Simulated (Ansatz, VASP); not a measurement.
# Cross-check of SiC (SiC(110)) between VASP and Ansatz, part 3 of 3

Wanted: the spread between two codes on one cell, functional and k mesh. The structure shown is the end of the VASP relaxation below.

VASP 6.6.1 and Ansatz 0.2.0.

So far: Set-up; VASP: relaxation, PBE; Ansatz: single point, PBE; Comparison; Ansatz: band structure, PBE.

### Step 6. VASP: band structure, PBE

Level of this step: PBE; plane waves and PAW (Si, C) (VASP).

The same cell, functional, mesh and smearing now go to VASP, with its own data sets and cutoff.

INCAR

```
SYSTEM = SiC
PREC = Normal
ENCUT = 440
EDIFF = 1E-06
NELM = 120
ISMEAR = 0
SIGMA = 0.03
LREAL = Auto
ALGO = Fast
GGA = PE
NBANDS = 54
LORBIT = 11
LWAVE = .FALSE.
LCHARG = .TRUE.
KPAR = 4
IDIPOL = 3
LDIPOL = .TRUE.
DIPOL = 0.5 0.5 0.5
LVHAR = .TRUE.
LVACPOTAV = .TRUE.
NEDOS = 1500
```

POSCAR

```
SiC
1.0
    3.0967378384      0.0000000000      0.0000000000
    0.0000000000      4.3794486502      0.0000000000
    0.0000000000      0.0000000000     28.3869513537
Si C
9 9
Direct
    0.0000000000      0.0451324175      0.2904894284
    0.5000000000      0.4952336601      0.3342121598
    0.0000000000      0.9977402658      0.3911745637
    0.5000000000      0.4946209942      0.4452740950
    0.0000000000      0.9958317332      0.5000000000
    0.5000000000      0.4946209942      0.5547259050
    0.0000000000      0.9977402658      0.6088254363
    0.5000000000      0.4952336601      0.6657878402
    0.0000000000      0.0451324175      0.7095105716
    0.0000000000      0.7393563968      0.3356180361
    0.5000000000      0.2393671224      0.2818231396
    0.0000000000      0.7447574194      0.4453823610
    0.5000000000      0.2480891813      0.3905833483
    0.0000000000      0.7447574194      0.5546176390
    0.5000000000      0.2455733518      0.5000000000
    0.0000000000      0.7393563968      0.6643819639
    0.5000000000      0.2480891813      0.6094166517
    0.5000000000      0.2393671224      0.7181768604
```

KPOINTS

```
Automatic mesh
0
Gamma
8 6 1
0 0 0
```

KPOINTS_OPT

```
Line mode
14
Line-mode
Reciprocal
  0.00000000   0.00000000   0.00000000 GAMMA
  0.50000000   0.00000000   0.00000000 X

  0.50000000   0.00000000   0.00000000 X
  0.50000000   0.50000000   0.00000000 S

  0.50000000   0.50000000   0.00000000 S
  0.00000000   0.50000000   0.00000000 Y

  0.00000000   0.50000000   0.00000000 Y
  0.00000000   0.00000000   0.00000000 GAMMA

  0.00000000   0.00000000   0.00000000 GAMMA
  0.50000000   0.50000000   0.00000000 S
```

PAW data sets: Si and C (PBE family, release 64).

On the command line:

```bash
$ mpirun -np 4 vasp_std
```

Numbers of over 12 decimals in the logs are rounded to 6 here.

Log:

```text
[... set-up lines as in an earlier step ...]
 entering main loop
       N       E                     dE             d eps       ncg     rms          rms(c)
DAV:   1     0.355497929166E+03    0.35550E+03   -0.27254E+04  2160   0.970E+02
DAV:   2    -0.997156868953E+02   -0.45521E+03   -0.43549E+03  2886   0.224E+02
DAV:   3    -0.146790382988E+03   -0.47075E+02   -0.46418E+02  2752   0.698E+01
DAV:   4    -0.148961783643E+03   -0.21714E+01   -0.21644E+01  3032   0.168E+01
[...]
RMM:  22    -0.130643901286E+03   -0.34710E-05   -0.48898E-07  1888   0.228E-03    0.230E-03
RMM:  23    -0.130643903785E+03   -0.24991E-05   -0.60510E-07  1824   0.216E-03    0.195E-04
RMM:  24    -0.130643904526E+03   -0.74141E-06   -0.11155E-07  1527   0.108E-03
 -----------------------------------------------------------------------------
|                                                                             |
|           W    W    AA    RRRRR   N    N  II  N    N   GGGG   !!!           |
|           W    W   A  A   R    R  NN   N  II  NN   N  G    G  !!!           |
[...]
|                                                                             |
 -----------------------------------------------------------------------------

   1 F= -.13064390E+03 E0= -.13064390E+03  d E =-.187763E-09
 Start KPOINTS_OPT (optional k-point list driver)
k-point batch [1-20\70]
       N       E                     dE             ncg
DAV:   1     0.159892809074E+04   -0.27402E+05     2160
DAV:   2    -0.628726806577E+04   -0.78862E+04     2818
DAV:   3    -0.706370086303E+04   -0.77643E+03     2568
DAV:   4    -0.710015716036E+04   -0.36456E+02     2944
[...]
DAV:   8    -0.710135534102E+04   -0.11054E-03     2776
DAV:   9    -0.710135534704E+04   -0.60159E-05     2344
DAV:  10    -0.710135534738E+04   -0.34752E-06     1624
[...]
k-point batch [61-70\70]
       N       E                     dE             ncg
DAV:   1     0.179465865270E+04   -0.17303E+05     1080
DAV:   2    -0.215511810707E+04   -0.39498E+04     1446
DAV:   3    -0.252488689264E+04   -0.36977E+03     1296
DAV:   4    -0.254124270914E+04   -0.16356E+02     1552
[...]
DAV:   8    -0.254182945218E+04   -0.68214E-04     1448
DAV:   9    -0.254182945544E+04   -0.32606E-05     1176
DAV:  10    -0.254182945564E+04   -0.19323E-06      984
```

From OUTCAR (step 6):

```text
  Total        0.7763986      1.1705694     -0.9007492      0.0000000      0.0000000      0.0000000
  in kB        3.2311170      4.8715271     -3.7486236      0.0000000      0.0000000      0.0000000
  external PRESSURE =       1.4513401 kB  Pullay stress =       0.0000000 kB

 POSITION                                       TOTAL-FORCE (eV/Angst)
 -----------------------------------------------------------------------------------
      0.00000      0.19766      8.24611         0.000000      0.000180      0.004619
      1.54837      2.16885      9.48726        -0.000000     -0.007145      0.006193
      0.00000      4.36955     11.10425         0.000000     -0.005717      0.004942
      1.54837      2.16617     12.63997         0.000000     -0.000990     -0.005057
      0.00000      4.36119     14.19348         0.000000      0.007106      0.000000
      1.54837      2.16617     15.74698         0.000000     -0.000990      0.005057
      0.00000      4.36955     17.28270         0.000000     -0.005717     -0.004942
      1.54837      2.16885     18.89969        -0.000000     -0.007145     -0.006193
      0.00000      0.19766     20.14084         0.000000      0.000180     -0.004619
      0.00000      3.23797      9.52717         0.000000     -0.004159      0.004897
      1.54837      1.04830      8.00010         0.000000     -0.004470      0.022765
      0.00000      3.26163     12.64305         0.000000      0.007659      0.001991
      1.54837      1.08649     11.08747         0.000000      0.002256      0.002518
      0.00000      3.26163     15.74390         0.000000      0.007659     -0.001991
[...]
-----------------------------------------------------------------------------------
    total drift:                                0.000000      0.049073     -0.000004

  FREE ENERGIE OF THE ION-ELECTRON SYSTEM (eV)
  ---------------------------------------------------
  free  energy   TOTEN  =      -130.6439045263 eV

  energy  without entropy=     -130.6439045262  energy(sigma->0) =     -130.64390453

[... 2 parts as in an earlier step ...]

[... 1 further part left out ...]
[key lines of the parts left out:]
E-fermi :   1.4973
```

### Step 7. Side by side

Both answers:

```tsv
quantity	Ansatz	VASP	difference
gap over the path points (eV)	0.242	0.234	+0.008
```

Levels at points of the path, from each program's valence-band top (eV; 4 filled, then empty):

```tsv
k (reciprocal lattice)	Ansatz	VASP
0.000 0.000 0.000	-0.74 -0.61 -0.43 -0.38 1.21 1.83 2.65	-0.74 -0.62 -0.44 -0.38 1.20 1.83 2.65
0.077 0.000 0.000	-1.04 -0.98 -0.46 -0.46 1.60 2.26 2.89	-1.05 -0.98 -0.46 -0.46 1.59 2.25 2.88
0.154 0.000 0.000	-1.55 -1.36 -0.65 -0.55 2.22 2.71 3.01	-1.55 -1.36 -0.65 -0.55 2.21 2.71 3.00
0.269 0.000 0.000	-2.30 -1.50 -0.86 -0.72 2.05 2.15 2.82	-2.31 -1.50 -0.86 -0.72 2.04 2.14 2.82
0.346 0.000 0.000	-2.50 -1.66 -0.84 -0.70 1.35 1.36 2.22	-2.50 -1.66 -0.84 -0.70 1.35 1.35 2.21
0.423 0.000 0.000	-2.61 -1.95 -0.63 -0.51 0.64 0.71 1.55	-2.62 -1.95 -0.63 -0.51 0.63 0.70 1.54
0.500 0.000 0.000	-2.32 -2.31 -0.40 -0.29 0.24 0.36 1.28	-2.33 -2.31 -0.40 -0.29 0.23 0.35 1.27
0.500 0.077 0.000	-2.30 -2.29 -0.39 -0.27 0.34 0.41 1.46	-2.31 -2.29 -0.39 -0.27 0.33 0.41 1.45
0.500 0.192 0.000	-2.23 -2.19 -0.31 -0.19 0.72 0.79 2.21	-2.24 -2.20 -0.31 -0.19 0.72 0.78 2.21
0.500 0.269 0.000	-2.20 -2.10 -0.23 -0.12 1.05 1.13 2.74	-2.20 -2.10 -0.23 -0.13 1.04 1.12 2.73
```

At this near-relaxed geometry the largest component of a force difference is 15 meV/Å. Among the levels compared at these points, filled levels agree within 8 meV and empty ones within 13 meV.

### Step 8. Outcome

| Item | Value |
| --- | --- |
| difference in gap on the k mesh (single point, PBE) | 0.0074 eV |
| r.m.s. force difference (single point, PBE) | 7.4 meV/Å |
| difference in gap over the path points (band structure, PBE) | 0.0082 eV |
| r.m.s. force difference (band structure, PBE) | 7.1 meV/Å |

The r.m.s. force difference is 7.4 meV/Å (single point, PBE), within the 12 meV/Å picked in this series as the mark of a large difference. How closely two codes agree says nothing of how well the functional describes the real material.

[Lines on the potential files, build, host, timing and source positions are cut from VASP's logs without a mark.]

[Logs are printed without paths, hosts, clocks, repeated set-up lines and the standing remarks that a program may print on its own settings, such as how far it seeks lower states.]

[Hosts, paths, dates, database ids (printed as entryN), source tags and the programs' standing remarks are cut or masked in the printed files.]
